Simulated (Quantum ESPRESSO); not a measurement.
Here is a Quantum ESPRESSO 7.5 calculation.

Contents of pw.in:

```
&CONTROL
  calculation = 'scf'
  prefix = 'pwscf'
  outdir = './tmp'
  pseudo_dir = './pseudo'
  tprnfor = .true.
  tstress = .true.
  disk_io = 'low'
/
&SYSTEM
  ibrav = 0
  nat = 3
  ntyp = 2
  ecutwfc = 76
  nbnd = 19
  occupations = 'smearing'
  smearing = 'fd'
  degauss = 0.00367493
/
&ELECTRONS
  conv_thr = 6d-10
  electron_maxstep = 120
  mixing_beta = 0.5
/
ATOMIC_SPECIES
Au   196.9666 Au.upf
Al    26.9815 Al.upf
CELL_PARAMETERS bohr
   0.0000000000    5.6691783739    5.6691783739
   5.6691783739    0.0000000000    5.6691783739
   5.6691783739    5.6691783739    0.0000000000
ATOMIC_POSITIONS bohr
Au     0.0000000000    0.0000000000    0.0000000000
Al     8.5037675608    8.5037675608    8.5037675608
Al     2.8345891869    2.8345891869    2.8345891869
K_POINTS automatic
8 8 8 0 0 0
```

Contents of bands.in:

```
&CONTROL
  calculation = 'bands'
  prefix = 'pwscf'
  outdir = './tmp'
  pseudo_dir = './pseudo'
  disk_io = 'low'
  verbosity = 'high'
/
&SYSTEM
  ibrav = 0
  nat = 3
  ntyp = 2
  ecutwfc = 76
  nbnd = 19
  occupations = 'smearing'
  smearing = 'fd'
  degauss = 0.00367493
/
&ELECTRONS
  conv_thr = 1d-08
  electron_maxstep = 120
  mixing_beta = 0.5
  diago_full_acc = .true.
  startingwfc = 'random'
/
ATOMIC_SPECIES
Au   196.9666 Au.upf
Al    26.9815 Al.upf
CELL_PARAMETERS bohr
   0.0000000000    5.6691783739    5.6691783739
   5.6691783739    0.0000000000    5.6691783739
   5.6691783739    5.6691783739    0.0000000000
ATOMIC_POSITIONS bohr
Au     0.0000000000    0.0000000000    0.0000000000
Al     8.5037675608    8.5037675608    8.5037675608
Al     2.8345891869    2.8345891869    2.8345891869
K_POINTS crystal
60
 0.0000000000  0.0000000000  0.0000000000 1
 0.0625000000  0.0000000000  0.0625000000 1
 0.1250000000  0.0000000000  0.1250000000 1
 0.1875000000  0.0000000000  0.1875000000 1
 0.2500000000  0.0000000000  0.2500000000 1
 0.3125000000  0.0000000000  0.3125000000 1
 0.3750000000  0.0000000000  0.3750000000 1
 0.4375000000  0.0000000000  0.4375000000 1
 0.5000000000  0.0000000000  0.5000000000 1
 0.5000000000  0.0625000000  0.5625000000 1
 0.5000000000  0.1250000000  0.6250000000 1
 0.5000000000  0.1875000000  0.6875000000 1
 0.5000000000  0.2500000000  0.7500000000 1
 0.4375000000  0.3125000000  0.7500000000 1
 0.3750000000  0.3750000000  0.7500000000 1
 0.3375000000  0.3375000000  0.6750000000 1
 0.3000000000  0.3000000000  0.6000000000 1
 0.2625000000  0.2625000000  0.5250000000 1
 0.2250000000  0.2250000000  0.4500000000 1
 0.1875000000  0.1875000000  0.3750000000 1
 0.1500000000  0.1500000000  0.3000000000 1
 0.1125000000  0.1125000000  0.2250000000 1
 0.0750000000  0.0750000000  0.1500000000 1
 0.0375000000  0.0375000000  0.0750000000 1
 0.0000000000  0.0000000000  0.0000000000 1
 0.0625000000  0.0625000000  0.0625000000 1
 0.1250000000  0.1250000000  0.1250000000 1
 0.1875000000  0.1875000000  0.1875000000 1
 0.2500000000  0.2500000000  0.2500000000 1
 0.3125000000  0.3125000000  0.3125000000 1
 0.3750000000  0.3750000000  0.3750000000 1
 0.4375000000  0.4375000000  0.4375000000 1
 0.5000000000  0.5000000000  0.5000000000 1
 0.5250000000  0.4500000000  0.5250000000 1
 0.5500000000  0.4000000000  0.5500000000 1
 0.5750000000  0.3500000000  0.5750000000 1
 0.6000000000  0.3000000000  0.6000000000 1
 0.6250000000  0.2500000000  0.6250000000 1
 0.5833333333  0.2500000000  0.6666666667 1
 0.5416666667  0.2500000000  0.7083333333 1
 0.5000000000  0.2500000000  0.7500000000 1
 0.5000000000  0.2857142857  0.7142857143 1
 0.5000000000  0.3214285714  0.6785714286 1
 0.5000000000  0.3571428571  0.6428571429 1
 0.5000000000  0.3928571429  0.6071428571 1
 0.5000000000  0.4285714286  0.5714285714 1
 0.5000000000  0.4642857143  0.5357142857 1
 0.5000000000  0.5000000000  0.5000000000 1
 0.4821428571  0.4821428571  0.5357142857 1
 0.4642857143  0.4642857143  0.5714285714 1
 0.4464285714  0.4464285714  0.6071428571 1
 0.4285714286  0.4285714286  0.6428571429 1
 0.4107142857  0.4107142857  0.6785714286 1
 0.3928571429  0.3928571429  0.7142857143 1
 0.3750000000  0.3750000000  0.7500000000 1
 0.6250000000  0.2500000000  0.6250000000 1
 0.5937500000  0.1875000000  0.5937500000 1
 0.5625000000  0.1250000000  0.5625000000 1
 0.5312500000  0.0625000000  0.5312500000 1
 0.5000000000  0.0000000000  0.5000000000 1
```

Potentials or basis: PseudoDojo 0.4.1 SR PBE standard.

Command:

```sh
$ OMP_NUM_THREADS=1 pw.x -in pw.in > pw.out
$ OMP_NUM_THREADS=1 pw.x -in bands.in > bands.out
```

Estimate the band gap on the k mesh.

none (metal or under the smearing width).

What does it give for the pressure?

3.1 GPa.

Levels at the corners of the path, in eV from the Fermi level:
| point | band 10 | band 11 | band 12 | band 13 | band 14 | band 15 | band 16 | band 17 |
| --- | --- | --- | --- | --- | --- | --- | --- | --- |
| Γ | -5.64 | 2.24 | 2.95 | 2.95 | 2.95 | 3.91 | 3.91 | 3.91 |
| X | -5.33 | -5.02 | -2.12 | -2.12 | 1.27 | 2.10 | 7.63 | 9.80 |
| W | -5.20 | -4.03 | -4.03 | -2.19 | 4.13 | 4.13 | 5.21 | 5.31 |
| K | -5.54 | -4.61 | -3.40 | -1.37 | 1.85 | 4.37 | 6.01 | 7.72 |
| Γ | -5.64 | 2.24 | 2.95 | 2.95 | 2.95 | 3.91 | 3.91 | 3.91 |
| L | -5.51 | -5.45 | 0.35 | 0.35 | 3.29 | 3.60 | 3.81 | 3.81 |
| U | -5.54 | -4.61 | -3.40 | -1.37 | 1.85 | 4.37 | 6.01 | 7.72 |
| W | -5.20 | -4.03 | -4.03 | -2.19 | 4.13 | 4.13 | 5.21 | 5.31 |
| L | -5.51 | -5.45 | 0.35 | 0.35 | 3.29 | 3.60 | 3.81 | 3.81 |
| K | -5.54 | -4.61 | -3.40 | -1.37 | 1.85 | 4.37 | 6.01 | 7.72 |
| U | -5.54 | -4.61 | -3.40 | -1.37 | 1.85 | 4.37 | 6.01 | 7.72 |
| X | -5.33 | -5.02 | -2.12 | -2.12 | 1.27 | 2.10 | 7.63 | 9.80 |

Caveat: spin-orbit coupling is left out, which moves the levels of the heavy elements.
